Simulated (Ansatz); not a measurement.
An Ansatz input and the part of its output that reports the observables at the nuclei.

The cell is a structure deposited in the COD, relaxed with PBE at fixed cell and then changed (volume scaled by 0.96, ions relaxed).

```yaml
crystal:
  lattice:
    - [0.0, 4.0984005494, 4.0984005494]
    - [4.0984005494, 0.0, 4.0984005494]
    - [4.0984005494, 4.0984005494, 0.0]
  atoms:
    - { symbol: Ge, position: [0.125, 0.125, 0.125] }
    - { symbol: Ge, position: [0.625, 0.125, 0.125] }
    - { symbol: Ge, position: [0.125, 0.125, 0.625] }
    - { symbol: Ge, position: [0.125, 0.625, 0.125] }
    - { symbol: Ge, position: [0.5, 0.5, 0.5] }
    - { symbol: Ge, position: [0.75, 0.75, 0.75] }
    - { symbol: "N", position: [0.8832, 0.8832, 0.8832] }
    - { symbol: "N", position: [0.8996, 0.3668, 0.3668] }
    - { symbol: "N", position: [0.8832, 0.8832, 0.3504] }
    - { symbol: "N", position: [0.3668, 0.8996, 0.3668] }
    - { symbol: "N", position: [0.3504, 0.8832, 0.8832] }
    - { symbol: "N", position: [0.3668, 0.3668, 0.3668] }
    - { symbol: "N", position: [0.8832, 0.3504, 0.8832] }
    - { symbol: "N", position: [0.3668, 0.3668, 0.8996] }
kpoints:
  mp_grid: { grid: [6, 6, 6] }
scf:
  occupations: { method: fermi_dirac, width: 0.02 }
hamiltonian:
  xc: pbe
  pseudopotentials: { kind: paw }
output:
  forces: true
  stress: true
  populations: true
  efg:
    quadrupole_moments_barn: { Ge: -0.196, "N": 0.02044 }
    contact_densities: true
  write_density: true
  write_potential: true
  elf: true
  volumetric_format: npy
relax:
  f_tol: 0.02
  max_steps: 60
```

```sh
ansatz run input.yaml --threads 4 --pin off --max-ram 8192MiB --backend cpu --events-out ev --progress --plain --runs-dir out
```

The run relaxes the ions first, and the block belongs to the relaxed positions.

Of the output, the block on the nuclei alone is shown; the set-up, the SCF iterations, energies, forces and stress are cut. One atom of each set with nearly equal values is shown.

```
--- PAW observables at the nuclei: V_zz in 10²¹ V/m², potentials from the cell's mean, atoms counted from 1 ---
  atom   1  Ge V_zz =    -0.138638   η = 0.0000   by run symmetry: allowed   C_q = +0.6570 MHz
            electrostatic potential = -4326.297466 V   contact ρ = 210214.634342 e/Å³
  atom   5  Ge V_zz =    +0.000000   η = 0.0000   by run symmetry: forbidden   C_q = -0.0000 MHz
            electrostatic potential = -4325.785671 V   contact ρ = 210225.242699 e/Å³
  atom   7  N  V_zz =    +4.116730   η = 0.0000   by run symmetry: allowed   C_q = +2.0346 MHz
            electrostatic potential = -520.421223 V   contact ρ = 1414.441526 e/Å³
```

The relaxation (3 steps) took 3.6 s of wall time (12 s of CPU time) and 0.72 GiB at its peak, on 4 threads of AMD EPYC 9R45 (Zen 5) (x86_64; 16 cores open to the job, memory cap 8.0 GiB, no GPU), a shared host with a load of 0.2 a core.

At this changed cell the PBE pressure is 10 GPa.
